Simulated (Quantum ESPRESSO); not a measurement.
AlO: phonons with PBEsol

The system is AlO.

```
CELL_PARAMETERS angstrom
2.76919 0.00000 0.00000
0.00000 2.76919 0.00000
0.00000 0.00000 2.76919
ATOMIC_POSITIONS crystal
Al 0.50000 0.50000 0.50000
O 0.00000 0.00000 0.00000
```

The cell was built by a generator and needn't be a form met in nature.

| Property | Result |
| --- | --- |
| Program | Quantum ESPRESSO 7.5 |
| Task | phonons |
| Functional | PBEsol |
| Potentials or basis | GBRV 1.5 PBEsol |
| Cutoff | 612 eV |
| Density cutoff | 4898 eV |
| k mesh | 10 × 10 × 10 |
| Occupations | cold, width 0.2 eV |
| Spin | no spin polarisation |
| Target pressure | 10 GPa |
| Mixing beta | 0.5 |
| Most SCF iterations | 120 |
| SCF threshold | 4e-10 Ry |

| Property | Result |
| --- | --- |
| Relaxed volume | 9.65 Å³/atom |
| Relaxed cell | a = 2.683 Å, b = 2.683 Å, c = 2.683 Å, α = 90.00°, β = 90.00°, γ = 90.00° |
| Space group after relaxing (to 0.05 Å) | Pm-3m (No. 221) |
| Pressure after relaxing | 10.1 GPa |
| Band gap on the k mesh | none (metal or under the smearing width) |
| Highest phonon frequency at Γ | -9 cm⁻¹ |
| Most unstable mode | 409i cm⁻¹ |

Step by step:
```tsv
step	energy change (eV)	largest force (eV/Å)	pressure (GPa)	volume (Å³)
1	0.0000	0.0000	-4.19	21.24
2	0.0068	0.0000	6.25	19.74
3	0.0323	0.0000	10.53	19.25
4	0.0285	0.0000	9.98	19.31
5	0.0286	0.0000	10.00	19.31
```

Final structure:
```
CELL_PARAMETERS angstrom
2.68262 0.00000 0.00000
0.00000 2.68262 0.00000
0.00000 0.00000 2.68262
ATOMIC_POSITIONS crystal
Al 0.50000 0.50000 0.50000
O 0.00000 0.00000 0.00000
```

Levels at points of the mesh, in eV from the Fermi level:
| k point | band 1 | band 2 | band 3 | band 4 | band 5 | band 6 | band 7 | band 8 | band 9 | band 10 |
| --- | --- | --- | --- | --- | --- | --- | --- | --- | --- | --- |
| (0.00, 0.00, 0.00) | -22.25 | -5.07 | -5.07 | -5.07 | -4.77 | 5.29 | 5.29 | 11.75 | 11.75 | 11.75 |
| (0.00, 0.00, -0.50) | -20.96 | -11.34 | -4.45 | -4.45 | 0.21 | 2.49 | 8.61 | 10.05 | 10.05 | 12.94 |
| (0.00, -0.50, -0.50) | -20.01 | -9.03 | -9.03 | -3.89 | -2.62 | 5.28 | 5.28 | 8.17 | 13.61 | 14.32 |
| (-0.50, -0.50, -0.50) | -19.24 | -7.37 | -7.37 | -7.37 | 0.36 | 0.36 | 0.36 | 5.20 | 13.21 | 13.21 |

Phonon frequencies in cm⁻¹ (negative: imaginary):
| q point | frequencies |
| --- | --- |
| (0.000, 0.000, 0.000) | -409 -409 -409 -9 -9 -9 |

Optical modes at Γ, degenerate ones joined:
```csv
cm⁻¹,components,symmetry,active in
409i,3,T1u,IR
```

It took 45 s on 1 thread of AMD EPYC 9R45 96-Core Processor (Zen 5) (shared host), peak memory 0.07 GiB.

Caveat: the mesh is thin for the phonons of a metal; some modes are imaginary; the cell is more than 3 GPa from zero pressure, which shifts response properties; an odd number of electrons without spin polarisation forces a metal; a magnetic or distorted state may lie lower.
